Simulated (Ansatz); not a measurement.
**Stack of 1T-NbTe2 under Sb2Se3 quintuple layer, upper layer turned by 180° in a perpendicular field**

Aim: how the stack of 1T-NbTe2 under Sb2Se3 quintuple layer, upper layer turned by 180° screens a field along its normal, and what the field does to its bands. A positive field points along +c.

Method: plane-wave DFT, PBE-D3(BJ), Ansatz PAW, in Ansatz 0.2.0.

### Step 1. The structure

The cell holds 8 atoms: 2 Te, 1 Nb, 3 Se and 2 Sb. Cell: a = 4.089 Å, b = 4.089 Å, c = 58.354 Å, α = 90.0°, β = 90.0°, γ = 120.0°. Regions: layer 1: 1T-NbTe2, 3 atoms (2 Te and 1 Nb); layer 2: Sb2Se3 quintuple layer, 5 atoms (3 Se and 2 Sb). Vacuum lies along c.

### Step 2. Relaxing the slab

The starting cell is a guess, so the in-plane lattice and the atoms are relaxed first, with the slab cut off from its images along the normal.

input.yaml reads:

```yaml
crystal:
  lattice:
    - [4.088864, 0.0, 0.0]
    - [-2.044432, 3.5410600966, 0.0]
    - [0.0, 0.0, 58.3538589785]
  atoms:
    - { symbol: Te, position: [0.6666666667, 0.3333333333, 0.3830080888] }
    - { symbol: Nb, position: [0.0, 0.0, 0.4108884984], spin: 1.0 }
    - { symbol: Te, position: [0.3333333333, 0.6666666667, 0.4387689079] }
    - { symbol: Se, position: [0.0, 0.0, 0.4936067551] }
    - { symbol: Sb, position: [0.6666666667, 0.3333333333, 0.52188252] }
    - { symbol: Se, position: [0.3333333333, 0.6666666667, 0.5552993332] }
    - { symbol: Sb, position: [0.0, 0.0, 0.5887161462] }
    - { symbol: Se, position: [0.6666666667, 0.3333333333, 0.6169919112] }
  periodic: [true, true, false]
magnetization:
  spin_polarized: true
kpoints:
  mp_grid: { grid: [12, 12, 1] }
hamiltonian:
  xc: pbe
  dispersion: d3bj
scf:
  occupations: { method: fermi_dirac, width: 0.05 }
  convergence: { dr2_threshold: 1.0e-09 }
relax:
  f_tol: 0.004
  max_steps: 90
  cell: {}
output:
  write_potential: true
  write_density: true
  volumetric_format: npy
```

Run with:

```bash
> ansatz run input.yaml --threads 4 --pin off --max-ram 12288MiB --backend cpu --events-out ev --progress --plain --runs-dir out
```

Numbers of over 12 decimals in the logs are rounded to 6 here.

What it wrote:

```text
Warning: relax.cell: scf.convergence.dr2_threshold = 1e-9 eV is looser than the 1.42983518729e-10 eV advised for a relaxation that steers and ends on the stress (1e-10 eV for each atom of the cell: 8, times the square of relax.cell.stress_2d_tol = 0.05 N/m over 23.7 Å (the atoms' height at the walk's start and 5 Å past either face), 2.114e-2 GPa, over a crystal's default 0.05). What an SCF threshold leaves in a stress goes as its square root, and in the free energy as the threshold itself, and one threshold admits the most on a small cell: [figures from the program's tests cut] Set scf.convergence.dr2_threshold to 1.42983518729e-10 eV or tighter. [rest of the remark cut]
Engine: ansatz 0.2.0, x86_64-unknown-linux-gnu
Pseudopotentials: kind: paw
Pseudopotential: Te, paw, valence charge 16, recommended cutoff 420 eV (normal), Te.paw.azcp
Pseudopotential: Nb, paw, valence charge 13, recommended cutoff 420 eV (normal), Nb.paw.azcp
Pseudopotential: Se, paw, valence charge 16, recommended cutoff 420 eV (normal), Se.paw.azcp
Pseudopotential: Sb, paw, valence charge 15, recommended cutoff 420 eV (normal), Sb.paw.azcp
Functional definition: PBE
  parameter kappa = 0.804
  parameter beta = 0.066725
  exchange = pbe_x(kappa = kappa, mu = beta*pi^2/3)
  correlation = pbe_c(beta = beta)
Crystal: 8 atoms, lattice volume = 844.900 Å³
Basis set: ecut = 420 eV, 16443 PW (Γ), exchange–correlation on 60×60×800 points (8 copies of the dense FFT grid, shifted against one another)
Bands: 75, of which v1, the nominal top of the filled ones, is band 62 counted from 1 (61 counted from 0)
Symmetry: 6 space group operations
Space group: P3m1 (ITA 156), of the structure as read, at distance tolerance 9.5e-5 Å
Magnetic group: BNS 156.49 (UNI 1279), of the structure as read, at distance tolerance 9.5e-5 Å
k-points: 19 of 144 (time reversal used)
Non-local potential: Te, projectors of the file, l = 0: 2, l = 1: 2, l = 2: 2, l = 3: 2
Non-local potential: Nb, projectors of the file, l = 0: 3, l = 1: 2, l = 2: 2, l = 3: 1
Non-local potential: Se, projectors of the file, l = 0: 2, l = 1: 2, l = 2: 3, l = 3: 1
Non-local potential: Sb, projectors of the file, l = 0: 2, l = 1: 2, l = 2: 2, l = 3: 2
PAW form: soft (Blöchl's): semilocal exchange-correlation on the pseudo side does not see the compensation charge
PAW one-centre angular grid: Te, 590 points (default); XC on 64 Gauss nodes
PAW one-centre angular grid: Nb, 590 points (default); XC on 64 Gauss nodes
PAW one-centre angular grid: Se, 590 points (default); XC on 64 Gauss nodes
PAW one-centre angular grid: Sb, 590 points (default); XC on 64 Gauss nodes
Starting moments: Σ|m| = 1 μB on 1 of 8 sites
Initial wavefunctions: pseudopotential atomic-orbital guess
Functional: x = pbe(κ = 0.804, μ = 0.219515), c = pbe(β = 0.066725)
SCF iter   1: F=—  HF=-47893.885812 eV  |F-HF|=—  |Δ(HF+E_count)|=         —  Δρ=9.56e-3 (↑9.56e-3 ↓8.91e-3)  dr2=5.92e0  dr2_m=1.55e-2  M=0.818 μB ∫|m|=0.959 μB  β_m=0.30  ethr=3.10e-3  ⟨swp⟩=14.2  Hψ=15551  notcnv=0  defer=17
Mixer restart at iter 1: flushing history
preconditioner: auto → LDOS  [metal: Δε(μ)=0.078 eV  Ē_g=8.138 eV  σ=0.050 eV  W_gap=0.35  n_scr=138 (ndim 8)  ℏωp=8.6 eV  f_vac=0.702  D(μ)=1.99/eV (n_scr^D=12)]
spin=Collinear: LDOS preconditioning applied to the charge; magnetization (m = ρ↑ − ρ↓) channel mixes plain (no charge-response kernel on spin).
SCF iter   2: F=—  HF=-47893.319161 eV  |F-HF|=—  |Δ(HF+E_count)|=   5.67e-1  Δρ=5.63e-3 (↑5.63e-3 ↓5.53e-3)  dr2=3.55e0  dr2_m=8.10e-3  M=0.802 μB ∫|m|=0.962 μB  β_m=0.30  ethr=3.10e-3  ⟨swp⟩=4.0  Hψ=5211  notcnv=0  defer=102
SCF iter   3: F=—  HF=-47893.383518 eV  |F-HF|=—  |Δ(HF+E_count)|=   6.44e-2  Δρ=4.76e-3 (↑4.67e-3 ↓4.76e-3)  dr2=4.12e0  dr2_m=5.17e-3  M=0.801 μB ∫|m|=0.976 μB  β_m=0.25  ethr=2.89e-3  ⟨swp⟩=4.2  Hψ=4868  notcnv=0  defer=96
SCF iter   4: F=—  HF=-47893.188882 eV  |F-HF|=—  |Δ(HF+E_count)|=   1.95e-1  Δρ=2.98e-3 (↑2.73e-3 ↓2.98e-3)  dr2=2.15e0  dr2_m=3.04e-3  M=0.798 μB ∫|m|=0.972 μB  β_m=0.21  ethr=2.89e-3  ⟨swp⟩=3.7  Hψ=4584  notcnv=0  defer=98
SCF iter   5: F=—  HF=-47893.123592 eV  |F-HF|=—  |Δ(HF+E_count)|=   6.53e-2  Δρ=2.20e-3 (↑1.90e-3 ↓2.20e-3)  dr2=1.97e-1  dr2_m=2.15e-3  M=0.798 μB ∫|m|=0.976 μB  β_m=0.23  ethr=1.74e-3  ⟨swp⟩=3.0  Hψ=4299  notcnv=0  defer=96
SCF iter   6: F=—  HF=-47893.144198 eV  |F-HF|=—  |Δ(HF+E_count)|=         —  Δρ=1.20e-3 (↑9.85e-4 ↓1.20e-3)  dr2=2.11e-2  dr2_m=1.00e-3  M=0.805 μB ∫|m|=0.991 μB  β_m=0.23  ethr=1.60e-4  ⟨swp⟩=3.1  Hψ=4814  notcnv=0  defer=99
SCF iter   7: F=—  HF=-47893.151209 eV  |F-HF|=—  |Δ(HF+E_count)|=   7.01e-3  Δρ=7.96e-4 (↑6.65e-4 ↓7.96e-4)  dr2=8.96e-3  dr2_m=7.38e-4  M=0.815 μB ∫|m|=1.008 μB  β_m=0.42  ethr=1.71e-5  ⟨swp⟩=2.3  Hψ=4251  notcnv=0  defer=99
SCF iter   8: F=—  HF=-47893.156817 eV  |F-HF|=—  |Δ(HF+E_count)|=   5.61e-3  Δρ=2.67e-4 (↑2.50e-4 ↓2.67e-4)  dr2=1.16e-3  dr2_m=2.95e-4  M=0.834 μB ∫|m|=1.041 μB  β_m=0.44  ethr=7.28e-6  ⟨swp⟩=2.2  Hψ=5270  notcnv=0  defer=99
SCF iter   9: F=—  HF=-47893.157497 eV  |F-HF|=—  |Δ(HF+E_count)|=   6.80e-4  Δρ=1.62e-4 (↑1.62e-4 ↓1.40e-4)  dr2=4.90e-4  dr2_m=1.44e-4  M=0.843 μB ∫|m|=1.057 μB  β_m=0.42  ethr=9.39e-7  ⟨swp⟩=3.0  Hψ=5289  notcnv=0  defer=99
SCF iter  10: F=—  HF=-47893.157585 eV  |F-HF|=—  |Δ(HF+E_count)|=   8.80e-5  Δρ=9.39e-5 (↑9.39e-5 ↓8.67e-5)  dr2=4.45e-5  dr2_m=5.82e-5  M=0.851 μB ∫|m|=1.071 μB  β_m=0.58  ethr=3.98e-7  ⟨swp⟩=2.7  Hψ=4701  notcnv=0  defer=99
SCF iter  11: F=—  HF=-47893.157648 eV  |F-HF|=—  |Δ(HF+E_count)|=   6.32e-5  Δρ=4.71e-5 (↑4.71e-5 ↓4.17e-5)  dr2=2.59e-5  dr2_m=1.12e-5  M=0.861 μB ∫|m|=1.087 μB  β_m=0.59  ethr=3.62e-8  ⟨swp⟩=3.2  Hψ=6158  notcnv=0  defer=99
SCF iter  12: F=—  HF=-47893.157657 eV  |F-HF|=—  |Δ(HF+E_count)|=   8.50e-6  Δρ=1.73e-5 (↑1.73e-5 ↓1.58e-5)  dr2=8.72e-6  dr2_m=9.50e-7  M=0.866 μB ∫|m|=1.096 μB  β_m=0.54  ethr=2.11e-8  ⟨swp⟩=3.0  Hψ=6087  notcnv=0  defer=99
SCF iter  13: F=—  HF=-47893.157660 eV  |F-HF|=—  |Δ(HF+E_count)|=   3.78e-6  Δρ=1.15e-5 (↑1.15e-5 ↓9.91e-6)  dr2=1.89e-5  dr2_m=2.04e-7  M=0.867 μB ∫|m|=1.099 μB  β_m=0.43  ethr=7.09e-9  ⟨swp⟩=3.1  Hψ=4936  notcnv=0  defer=99
SCF iter  14: F=—  HF=-47893.157662 eV  |F-HF|=—  |Δ(HF+E_count)|=   1.70e-6  Δρ=9.36e-6 (↑9.36e-6 ↓7.94e-6)  dr2=3.84e-5  dr2_m=1.44e-7  M=0.867 μB ∫|m|=1.099 μB  β_m=0.31  ethr=7.09e-9  ⟨swp⟩=2.3  Hψ=3466  notcnv=0  defer=99
SCF iter  15: F=—  HF=-47893.157661 eV  |F-HF|=—  |Δ(HF+E_count)|=   8.69e-7  Δρ=5.65e-6 (↑5.65e-6 ↓4.13e-6)  dr2=4.72e-6  dr2_m=7.02e-8  M=0.867 μB ∫|m|=1.099 μB  β_m=0.38  ethr=7.09e-9  ⟨swp⟩=1.6  Hψ=3086  notcnv=0  defer=99
[...]
preconditioner: auto → LDOS  [metal: Δε(μ)=0.094 eV  Ē_g=8.406 eV  σ=0.050 eV  W_gap=0.44  n_scr=30 (ndim 8)  ℏωp=9.1 eV  f_vac=0.706  D(μ)=2.07/eV (n_scr^D=12)]
spin=Collinear: LDOS preconditioning applied to the charge; magnetization (m = ρ↑ − ρ↓) channel mixes plain (no charge-response kernel on spin).
SCF iter   2: F=—  HF=-47893.765940 eV  |F-HF|=—  |Δ(HF+E_count)|=   4.12e-5  Δρ=9.60e-6 (↑9.60e-6 ↓9.60e-6)  dr2=8.05e-7  dr2_m=5.14e-11  M=0.000 μB ∫|m|=0.000 μB  β_m=0.51  ethr=2.69e-9  ⟨swp⟩=4.0  Hψ=7381  notcnv=0
SCF iter   3: F=—  HF=-47893.765941 eV  |F-HF|=—  |Δ(HF+E_count)|=   9.25e-7  Δρ=4.77e-6 (↑4.77e-6 ↓4.76e-6)  dr2=1.20e-6  dr2_m=3.76e-11  M=0.000 μB ∫|m|=0.000 μB  β_m=0.47  ethr=6.54e-10  ⟨swp⟩=3.0  Hψ=5897  notcnv=0
SCF iter   4: F=—  HF=-47893.765941 eV  |F-HF|=—  |Δ(HF+E_count)|=   2.18e-7  Δρ=3.11e-6 (↑3.11e-6 ↓3.11e-6)  dr2=2.20e-6  dr2_m=4.08e-11  M=0.000 μB ∫|m|=0.000 μB  β_m=0.35  ethr=6.54e-10  ⟨swp⟩=2.6  Hψ=3856  notcnv=0
SCF iter   5: F=—  HF=-47893.765941 eV  |F-HF|=—  |Δ(HF+E_count)|=   4.28e-8  Δρ=1.76e-6 (↑1.75e-6 ↓1.76e-6)  dr2=2.51e-7  dr2_m=2.62e-11  M=0.000 μB ∫|m|=0.000 μB  β_m=0.33  ethr=6.54e-10  ⟨swp⟩=1.9  Hψ=3658  notcnv=0
SCF iter   6: F=—  HF=-47893.765941 eV  |F-HF|=—  |Δ(HF+E_count)|=   9.74e-9  Δρ=8.95e-7 (↑8.95e-7 ↓8.87e-7)  dr2=1.59e-8  dr2_m=2.24e-11  M=0.000 μB ∫|m|=0.000 μB  β_m=0.35  ethr=2.04e-10  ⟨swp⟩=2.2  Hψ=3346  notcnv=0
SCF iter   7: F=—  HF=-47893.765941 eV  |F-HF|=—  |Δ(HF+E_count)|=   1.87e-8  Δρ=3.56e-7 (↑3.56e-7 ↓3.35e-7)  dr2=2.42e-9  dr2_m=2.44e-11  M=0.000 μB ∫|m|=0.000 μB  β_m=0.48  ethr=1.30e-11  ⟨swp⟩=2.6  Hψ=3886  notcnv=0
SCF iter   8: F=—  HF=-47893.765941 eV  |F-HF|=—  |Δ(HF+E_count)|=   6.50e-9  Δρ=1.36e-7 (↑1.16e-7 ↓1.36e-7)  dr2=1.24e-9  dr2_m=5.19e-12  M=0.000 μB ∫|m|=0.000 μB  β_m=0.42  ethr=1.96e-12  ⟨swp⟩=3.3  Hψ=4589  notcnv=0
SCF iter   9: F=-47893.765941 eV  HF=-47893.765941 eV  |F-HF|=2.33e-10  |Δ(HF+E_count)|=  7.28e-10  Δρ=8.86e-8 (↑5.50e-8 ↓8.86e-8)  dr2=5.43e-10  dr2_m=3.48e-12  M=0.000 μB ∫|m|=0.000 μB  ethr=1.00e-12  ⟨swp⟩=14.5  Hψ=18412  notcnv=0
the starting moments were not kept: the SCF closed with an absolute magnetisation of 2.3e-5 μB, where they sum to 1 μB in size (1 site). That is at most 0.1 of that sum. Measured as dr2_m measures the in/out step, that magnetisation stands 7.6e-11 eV from none, at or under the dr2_threshold of 1.0e-9 eV: it is no larger than a step whose dr2_m would equal this threshold.
SCF 7 converged in 9 iterations: F = -47893.765941 eV  dr2 = 5.43e-10
relax step   7: F+E_penalty+E_count = -47893.76594088 eV  Δ(F+E_penalty+E_count) = +3.501e-3 eV  max|allowed force component| = 1.930e-3 eV/Å  Δτ_max = 0.0000 Å  P = -0.007 N/m  Ω = 749.528 Å³  fix = [c, alpha, beta]  reactions: c -0.000 N/m  stress off target by 6.94e-3 N/m on what of the cell is left free  SCF on the basis re-selected at this cell (its energy is not comparable with the rows above)  (9 SCF iters)
basis re-selected at this cell: Δ(F+E_penalty+E_count) = +3.501e-3 eV, ΔP = -0.007 N/m vs the last step (what re-selecting the basis moved, of the pressure what is left beyond the Pulay correction that the steps carried, after the strain that the cell walked since its last selection, with what the two solves' SCF thresholds leave and, on support functions, any second-order correction that the steps lacked; it is no measure of the basis error at this ecutwfc). The dense FFT grid was sized anew with the basis: this SCF ran on 27×27×400 points, the steps before it on 30×30×400, so part of this shift can come from that change (see relax.cell in the input reference). [rest of the remark cut]
WARN: The output density's exchange-correlation potential varies sharply where the density is thin. Do not read a vacuum level from v_tot or v_xc, or from such a field of the output density. On a cell that repeats whose density bears no net charge and no dipole along the vacuum's axis use v_es (v_loc + v_h of the components); under efield.dipole_correction with no amplitude use v_es + v_field, which holds any externa [...]
SCF converged after 9 iterations
Magnetization: 0.0000 μB (61.5000 up, 61.5000 down)
Absolute magnetization: 0.0000 μB (∫|ρ↑−ρ↓|, with the PAW one-centre terms)
Spin contamination: 0.0000 ħ² per cell (⟨S²⟩ above its minimum at these occupations)
Per-site moments (μB) at R_I (Å): [(-1.3299933127122307e-6, 1.171556), (1.3791022444813988e-5, 1.166751), (-1.0889288092807896e-6, 1.166751), (-8.30675081475246e-8, 1.139338), (-1.5297468036408333e-8, 1.139338), (-2.330418857925184e-8, 1.218392), (-1.5912548615401147e-8, 1.138564), (-3.005863369829799e-8, 1.138564)]
Free energy (F): -47893.765941 eV
Harris-Foulkes:  -47893.765941 eV  (|F-HF|=2.33e-10)
Internal energy: -47893.747990 eV  (E = F + TS)
E sigma→0 (E₀):  -47893.756965 eV
Entropy (-TS):   -0.017951 eV (-2.244 meV/atom)
Fermi energy:    -4.704575 eV
--- Per-component energies (eV) ---
  E_band       = -3901.086847
  E_kinetic    = 1521.727229
  E_local      = -1005610.238241  (includes V_loc(G=0)·N_el)
  E_nonlocal   = -1564.337457
  E_hartree    = 501926.733044
  E_xc         = -1013.472635
  E_vxc        = -907.761726  (∫ρ·V_xc dr)
  E_paw        = -27279.739569  (= ΣΔE_a)
  E_vpaw       = -1193.940701  (= ΣTr[D̂ρ^β])
  E_aug_tail   = -0.002170  (compensation charges beyond the density's cutoff)
  E_ewald      = 484128.789336
  E_disp       = -3.207526  (pairwise vdW)
  E_smearing   = -0.017951  (= −TS)
  E_closure    = 0.000000  (closes the sum)
  Σ components = -47893.765941   (vs F -47893.765941, Δ=0.00e0)
--- Forces (eV/Å), atoms counted from 1 ---
  atom   1  Te     0.00000000     0.00000000    -0.00028208
  atom   2  Nb     0.00000000    -0.00000000    -0.00003151
  atom   3  Te    -0.00000000    -0.00000000     0.00110930
  atom   4  Se     0.00000000    -0.00000000    -0.00009360
  atom   5  Sb     0.00000000     0.00000000    -0.00192957
  atom   6  Se    -0.00000000    -0.00000000    -0.00000882
  atom   7  Sb     0.00000000    -0.00000000     0.00160091
  atom   8  Se    -0.00000000     0.00000000    -0.00036490
  max |Σ_I F_I| component: 2.74e-7 eV/Å
--- 2D stress c σ (N/m, compression-positive) ---
       -0.006939      -0.000000       0.000000
       -0.000000      -0.006939       0.000000
        0.000000       0.000000      -0.000000
  P = ½ c Tr σ = -0.0069 N/m
--- Band table (eV; the first three rows and the last of 38) ---
  k-point 0 ↑: bands = [... 58 lower, -5.0022, -4.7985, -4.7985, -4.4047, -4.1894, -4.1894, -3.9276, -3.3762, ... 9 higher]
  k-point 1 ↑: bands = [... 58 lower, -5.3294, -5.0951, -4.9123, -4.6129, -3.9423, -3.9199, -3.6423, -3.3326, ... 9 higher]
  k-point 2 ↑: bands = [... 58 lower, -5.6646, -5.4913, -5.1678, -4.7958, -3.7608, -3.6212, -3.4913, -3.0640, ... 9 higher]
  k-point 18 ↓: bands = [... 58 lower, -7.0315, -6.1640, -6.0774, -4.0162, -3.9460, -3.6971, -3.5497, -2.7902, ... 9 higher]
  the weakly bound empty levels are not read free of the cell's end (no_gap_told)
--- Relaxed structure (6 steps of the walk, 6 accepted, 1 SCFs on fresh bases) ---
  F+E_penalty+E_count = -47893.76594088 eV   max|allowed force component| = 1.930e-3 eV/Å   (the final SCF, on the basis selected at the relaxed cell)
  cell:  # Å, volume = 749.5278 Å³
    - [3.851179, 0, 0]
    - [-1.925590, 3.335219, 0]
    - [0, 0, 58.3538589785]
  atoms:
    - { symbol: Te, position: [0.666667, 0.333333, 0.382849] }
    - { symbol: Nb, position: [-2.2551405187698492e-17, -1.8503717076816678e-17, 0.413131] }
    - { symbol: Te, position: [0.333333, 0.666667, 0.443091] }
    - { symbol: Se, position: [-2.2551405187698492e-17, -1.850371707681668e-17, 0.492629] }
    - { symbol: Sb, position: [0.666667, 0.333333, 0.520709] }
    - { symbol: Se, position: [0.333333, 0.666667, 0.554028] }
    - { symbol: Sb, position: [-2.2551405187698492e-17, -1.8503717076816678e-17, 0.587350] }
    - { symbol: Se, position: [0.666667, 0.333333, 0.615376] }
```

Wall time 6.8 min (4 threads of Intel Xeon Platinum 8488C (Sapphire Rapids), shared host); peak memory 3 GiB.

Step by step:

```
step  energy less that of the first step (eV)  largest force component (eV/Å)  volume (Å³)
   1                                   0.0000                          0.8388       844.90
   2                                  -0.4539                          0.5393       794.41
   3                                  -0.6095                          0.0946       745.18
   4                                  -0.6108                          0.1103       750.15
   5                                  -0.6118                          0.0065       749.65
   6                                  -0.6118                          0.0021       749.53
  7*                                  -0.6083                          0.0019       749.53
```

Relaxation steps marked * repeat the geometry before them on a plane-wave basis chosen anew for their cell, so energy and pressure can jump there.

The run keeps the 6 symmetry operations that it works with, so distortions that break them were not tested.

```
cell as run  before  after  change
      a (Å)   4.089  3.851  -5.8 %
      b (Å)   4.089  3.851  -5.8 %
```

The atoms that moved most (Å, along periodic axes as changes of fractional coordinates times the final cell, across vacuum about the mean position):

```
atom     dx     dy      dz  length
 Te3  0.000  0.000   0.252   0.252
 Nb2  0.000  0.000   0.131   0.131
 Se8  0.000  0.000  -0.094   0.094
 Sb7  0.000  0.000  -0.080   0.080
 Se6  0.000  0.000  -0.074   0.074
 Sb5  0.000  0.000  -0.068   0.068
 Se4  0.000  0.000  -0.057   0.057
 Te1  0.000  0.000  -0.009   0.009
```

Numbers from this step:

| Item | Value |
| --- | --- |
| energy at zero smearing | -47893.7570 eV |

The lattice constant a goes from 4.089 to 3.851 Å.

[end of part 1 of 3]

[Logs are printed without paths, hosts, clocks, repeated set-up lines and the standing remarks that a program may print on its own settings, such as how far it seeks lower states.]

[Hosts, paths, dates, database ids (printed as entryN), source tags and the programs' standing remarks are cut or masked in the printed files.]

[Maps of the electrostatic potential energy from Ansatz leave out the sawtooth potential of an applied field or a dipole correction, so their vacuum need not be flat; planar profiles and work functions include it.]
